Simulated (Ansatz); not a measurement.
An input for Ansatz 0.2.0 (GaN (F-43m)):

```yaml
crystal:
  lattice:
    - [0.0, 2.2535006075, 2.2535006075]
    - [2.2535006075, 0.0, 2.2535006075]
    - [2.2535006075, 2.2535006075, 0.0]
  atoms:
    - { symbol: Ga, position: [0.0, 0.0, 0.0] }
    - { symbol: "N", position: [0.75, 0.75, 0.75] }
kpoints:
  mp_grid: { grid: [6, 6, 6] }
hamiltonian:
  xc: pbe
  pseudopotentials: { kind: paw, azcp: { folder: soft_1 } }
scf:
  occupations: { method: fixed }
gw:
  n_empty_bands: 270
  ecut_chi: 100
  qp_bands: [v2, c2]
  qp_kpoints: band_edges
  screening: { model: contour_deformation }
```

```sh
ansatz run input.yaml --threads 3 --pin off --max-ram 92160MiB --backend cuda --events-out ev --progress --plain --runs-dir out --devices 1 --max-vram 13GiB
```

How long will it take on 1 × NVIDIA H100 80GB HBM3 (shared by 6 runs) with 3 threads of AMD EPYC 7R13 (Zen 3), shared host, and how much memory?

It took 23 s; on shared hardware allow 11 s to 45 s. Peak host memory was 1.1 GiB. The sizes that set the cost: 459 plane waves a state, 16 irreducible k points, 279 bands summed, 59 plane waves in the screening and 7 SCF cycles.

The screening grows as filled bands × empty bands × pairs of k points, times the square of the screening basis for the matrix.

[Paths, hosts, dates, memory and timing lines, banners, echoed tables and standing remarks are left out of the program output.]

[Logs are printed without paths, hosts, clocks, repeated set-up lines and the standing remarks that a program may print on its own settings, such as how far it seeks lower states.]

[Runs of the session that timed out or met a known fault of the program may be left out.]

[Cells called generated may have been cut or substituted from an entry of the Crystallography Open Database or the Materials Project.]

[Hosts, paths, dates, database ids (printed as entryN), source tags and the programs' standing remarks are cut or masked in the printed files.]
